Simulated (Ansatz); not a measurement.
# Ge (Imma) in Ansatz: notebook

One crystal, Ge, is run at these levels: PBEsol; tasks: phonons, elastic constants.

Program: Ansatz 0.2.0. These are calculated values, not measurements. Logs are shortened: lines on timing, memory, paths and dates and some standing lists are left out, and cuts for length are marked.

**1. The crystal as given**

Symmetry: Imma, No. 74, orthorhombic system. Conventional cell: a = 4.992 Å, b = 5.302 Å, c = 2.874 Å, α = 90.00°, β = 90.00°, γ = 90.00°. Ge (site symmetry mm2) is surrounded by 6 Ge at 2.68 to 2.87 Å.

This isn't the form of Ge at room conditions, which is diamond.

**2. Phonons, PBEsol**

File input.yaml:

```yaml
crystal:
  lattice:
    - [-2.495898, 2.650863, 1.436947]
    - [2.495898, -2.650863, 1.436947]
    - [2.495898, 2.650863, -1.436947]
  atoms:
    - { symbol: Ge, position: [0.314057, 0.064057, 0.25] }
    - { symbol: Ge, position: [0.685943, 0.935943, 0.75] }
hamiltonian:
  xc: pbesol
  pseudopotentials: { kind: paw }
kpoints:
  mp_grid: { grid: [8, 8, 8] }
scf:
  occupations: { method: fermi_dirac, width: 0.05 }
phonons:
  method: dfpt
```

Potentials or basis: Ansatz PAW.

Started as:

```sh
$ ansatz run input.yaml --threads 2 --pin off --max-ram 5632MiB --backend cpu --events-out ev --progress --plain --runs-dir out
```

Log:

```text
Warning: RAYON_NUM_THREADS=2 ignored (pool sized by the plan → 2); use --threads N
zone centre: on kpoints.mp_grid the ground state, and the responses unless they are solved on pairs of k-points, stand on 95 of the mesh's 512 k-points, reduced under 4 symmetry operations, with k and −k counted as one. Each operation leaves every solved displacement unchanged or reverses it
Engine: ansatz 0.2.0, aarch64-unknown-linux-gnu
Pseudopotentials: kind: paw
Pseudopotential: Ge, paw, valence charge 14, recommended cutoff 420 eV (normal), Ge.paw.azcp
Functional definition: PBEsol
  exchange = pbesol_x
  correlation = pbesol_c
Crystal: 2 atoms, lattice volume = 38.029 Å³
Basis set: ecut = 420 eV, 765 PW (Γ), exchange–correlation on 60×60×60 points (8 copies of the dense FFT grid, shifted against one another)
Bands: 18, of which v1, the nominal top of the filled ones, is band 14 counted from 1 (13 counted from 0)
Symmetry: 8 space group operations
k-points: 95 of 512 (irreducible under 4 space group operations, time reversal used)
Non-local potential: Ge, projectors of the file, l = 0: 2, l = 1: 2, l = 2: 3, l = 3: 1
PAW form: soft (Blöchl's): semilocal exchange-correlation on the pseudo side does not see the compensation charge
PAW frozen core: Ge, regenerated for the run's functional, and the local potential with it (the file was generated under x = pbe(κ = 0.804, μ = 0.2195149727645171), c = pbe(β = 0.06672455060314922))
PAW one-centre angular grid: Ge, 590 points (default); XC on 64 Gauss nodes
Initial density: superposition of atomic densities (neutral atoms: chi_scale 0, normalization atom), corrected by the library's trained network
Initial wavefunctions: pseudopotential atomic-orbital guess
Functional: x = pbesol(κ = 0.804, μ = 0.12345679012345678), c = pbesol(β = 0.046)
SCF iter   1: F=—  HF=-8506.646118 eV  |F-HF|=—  |Δ(HF+E_count)|=         —  Δρ=2.23e-3  dr2=1.25e-3  ethr=1.77e-3  ⟨swp⟩=5.5  Hψ=7135  notcnv=0
preconditioner: auto → Kerker (q_TF=auto, 2.593 Å⁻¹)  [metal: Δε(μ)=0.074 eV  Ē_g=23.338 eV  σ=0.050 eV  W_gap=0.35  n_scr=16 (ndim 8)  ℏωp=31.9 eV  f_vac=0.000  D(μ)=0.94/eV (n_scr^D=4)]
SCF iter   2: F=—  HF=-8506.645031 eV  |F-HF|=—  |Δ(HF+E_count)|=   1.09e-3  Δρ=1.11e-3  dr2=3.73e-4  ethr=4.46e-6  ⟨swp⟩=2.0  Hψ=3785  notcnv=0
SCF iter   3: F=—  HF=-8506.645022 eV  |F-HF|=—  |Δ(HF+E_count)|=   8.46e-6  Δρ=5.78e-4  dr2=1.20e-4  ethr=1.33e-6  ⟨swp⟩=1.0  Hψ=1705  notcnv=0
SCF iter   4: F=—  HF=-8506.645011 eV  |F-HF|=—  |Δ(HF+E_count)|=   1.09e-5  Δρ=8.76e-5  dr2=2.79e-6  ethr=4.27e-7  ⟨swp⟩=2.2  Hψ=1993  notcnv=0
SCF iter   5: F=—  HF=-8506.645011 eV  |F-HF|=—  |Δ(HF+E_count)|=   2.68e-7  Δρ=1.36e-5  dr2=5.61e-8  ethr=9.96e-9  ⟨swp⟩=3.0  Hψ=3069  notcnv=0
SCF iter   6: F=—  HF=-8506.645011 eV  |F-HF|=—  |Δ(HF+E_count)|=   7.66e-9  Δρ=3.12e-6  dr2=2.49e-9  ethr=2.00e-10  ⟨swp⟩=2.0  Hψ=2733  notcnv=0
SCF iter   7: F=—  HF=-8506.645011 eV  |F-HF|=—  |Δ(HF+E_count)|=  2.04e-10  Δρ=4.94e-7  dr2=9.02e-11  ethr=8.90e-12  ⟨swp⟩=2.6  Hψ=2730  notcnv=0
SCF iter   8: F=-8506.645011 eV  HF=-8506.645011 eV  |F-HF|=9.09e-12  |Δ(HF+E_count)|=  5.46e-12  Δρ=1.46e-7  dr2=5.30e-12  ethr=1.00e-12  ⟨swp⟩=5.1  Hψ=6550  notcnv=0
SCF 1 converged in 8 iterations: F = -8506.645011 eV  dr2 = 5.30e-12
DFPT response loops at Γ: preconditioner auto → Kerker (q_TF=auto, 2.593 Å⁻¹) (partly filled bands, converged f_vac=0.000); β = 1.00, the filter's whole step (`scf.mixing.beta` (0.50) is not read by the response loops under this deck's `scf.mixing.preconditioner`; to damp them name `kerker` or `kerker_dos`, under which they read `scf.mixing.beta`, and type it under 1.00, their step now; both keys bind the ground state too); Broyden in place of MSR1
SCF converged after 8 iterations
Free energy (F): -8506.645011 eV
Harris-Foulkes:  -8506.645011 eV  (|F-HF|=9.09e-12)
Internal energy: -8506.637390 eV  (E = F + TS)
E sigma→0 (E₀):  -8506.641201 eV
Entropy (-TS):   -0.007622 eV (-3.811 meV/atom)
Fermi energy:    10.614622 eV
--- Per-component energies (eV) ---
  E_band       = -235.593659
  E_kinetic    = 221.355320
  E_local      = -4331.859704  (includes V_loc(G=0)·N_el)
  E_nonlocal   = 835.673873
  E_hartree    = 1893.288792
  E_xc         = -150.072111
  E_vxc        = -129.489622  (∫ρ·V_xc dr)
  E_paw        = -3953.538395  (= ΣΔE_a)
  E_vpaw       = -617.851896  (= ΣTr[D̂ρ^β])
  E_aug_tail   = 0.000714  (compensation charges beyond the density's cutoff)
  E_ewald      = -3023.321753
  E_core_change = 1.835872  (= ΣΔE_core)
  E_smearing   = -0.007622  (= −TS)
  E_closure    = -0.000000  (closes the sum)
  Σ components = -8506.645011   (vs F -8506.645011, Δ=0.00e0)
--- Band table (eV; the first three rows and the last of 95) ---
  k-point 0: bands = ["-14.0579", "-13.9805", "-13.9789", "-13.9772", "-13.9428", "-13.9050", "-13.8463", "-13.8419", "-13.8151", "-13.7461", "-2.4406", "6.8425", "8.3175", "8.7661", "14.0829", "17.6041", "17.8322", "18.5516"]
  k-point 1: bands = ["-14.0486", "-13.9853", "-13.9809", "-13.9703", "-13.9352", "-13.9013", "-13.8474", "-13.8451", "-13.8198", "-13.7563", "-2.2677", "5.5089", "8.7344", "9.4708", "14.9732", "16.3585", "17.6146", "18.2718"]
  k-point 2: bands = ["-14.0228", "-13.9928", "-13.9851", "-13.9508", "-13.9212", "-13.8911", "-13.8548", "-13.8512", "-13.8336", "-13.7837", "-1.7494", "3.5933", "9.2809", "10.5343", "14.5129", "16.1786", "17.2978", "17.7568"]
  k-point 94: bands = ["-14.0318", "-13.9709", "-13.9342", "-13.9254", "-13.8913", "-13.8853", "-13.8767", "-13.8639", "-13.8497", "-13.8496", "1.5705", "2.4478", "4.8179", "5.0699", "15.0565", "17.5051", "21.3704", "21.9312"]
--- Phonons (Γ-DFPT): 3 representative perturbations + reference, on 95 of 512 k-points (Σ response iterations 9) ---
  k mesh reduced under 4 symmetry operations, with k and −k counted as one. Each operation leaves every solved displacement unchanged or reverses it
  ASR residual: 7.943e-5 → 0.000e0 eV/Å²; symmetrization residual: 1.254e-12 eV/Å²
  ASR residual per site (eV/Å²): 7.94e-5 7.94e-5
  Γ frequencies (cm⁻¹): 0.00 0.00 0.00 55.45 117.46 150.16
  non-analytic LO–TO correction: not included (Born effective charges unavailable; polar crystals: no LO–TO splitting at Γ)
```

It took 15 s on 2 threads of Arm Neoverse V1, shared host; peak memory 0.52 GiB.

Results:

```yaml
Free_energy: -8506.6450 eV
Band_gap_on_the_k_mesh: none (metal or under the smearing width)
Highest_phonon_frequency_at_Γ: 150 cm⁻¹
```

Phonon frequencies in cm⁻¹ (negative: imaginary):
| q point | frequencies |
| --- | --- |
| (0.000, 0.000, 0.000) | 0 0 0 55 117 150 |

Caveat: the PAW data sets come from PBE, with cores solved anew for the run's functional, which leaves a small shift of forces and pressure.

**3. Elastic constants, PBEsol**

input.yaml, as its differences from that of step 2:

```diff
@@ -15,3 +15,7 @@
   occupations: { method: fermi_dirac, width: 0.05 }
-phonons:
-  method: dfpt
+output:
+  forces: true
+  stress: true
+elastic:
+  mode: clamped_ion
+  stencil: two_point
```

Potentials or basis: Ansatz PAW.

Started as:

```sh
$ ansatz run input.yaml --threads 2 --pin off --max-ram 5632MiB --backend cpu --events-out ev --progress --plain --runs-dir out
```

Wall time 35 s (2 threads of Arm Neoverse V1, shared host); peak memory 0.4 GiB.

Results (log left out):

```
Free energy            : -8506.6450 eV
Pressure               : -2.6 GPa
Largest force          : 0.020 eV/Å
Band gap on the k mesh : none (metal or under the smearing width)
Voigt bulk modulus     : 67 GPa
```

Forces on the atoms (eV/Å):
```
Ge   0.000  0.000  0.020
Ge   0.000  0.000 -0.020
```

Stress tensor (GPa, compression positive):
```
-3.19  0.00  0.00
 0.00 -2.98  0.00
 0.00  0.00 -1.64
```

Levels at points of the mesh, in eV from the Fermi level:
| k point | band 10 | band 11 | band 12 | band 13 | band 14 | band 15 | band 16 | band 17 | band 18 |
| --- | --- | --- | --- | --- | --- | --- | --- | --- | --- |
| (0.00, 0.00, 0.00) | -24.36 | -13.06 | -3.77 | -2.30 | -1.85 | 3.47 | 6.99 | 7.22 | 7.94 |
| (0.00, 0.00, -0.50) | -24.46 | -10.31 | -10.31 | 0.70 | 0.70 | 2.32 | 2.32 | 6.79 | 6.79 |
| (0.00, -0.50, 0.00) | -24.37 | -8.14 | -5.86 | -3.40 | -2.20 | -1.73 | 3.15 | 4.06 | 6.60 |
| (0.00, -0.50, -0.50) | -24.45 | -7.99 | -6.92 | -1.90 | -1.50 | -0.73 | 1.53 | 3.24 | 4.34 |
| (-0.50, -0.50, -0.50) | -24.46 | -9.04 | -8.17 | -5.80 | -5.54 | 4.44 | 6.89 | 10.76 | 11.32 |

Elastic tensor in Voigt notation (GPa, ions clamped, in the Cartesian axes of the cell as first typed):
```
128  20  46   0   0   0
 20 144  43   0   0   0
 47  44 109   0   0   0
  0   0   0  18   0   0
  0   0   0   0  22   0
  0   0   0   0   0  48
```

Caveat: elastic constants of metals need much finer meshes, so these are rough; the PAW data sets come from PBE, with cores solved anew for the run's functional, which leaves a small shift of forces and pressure.
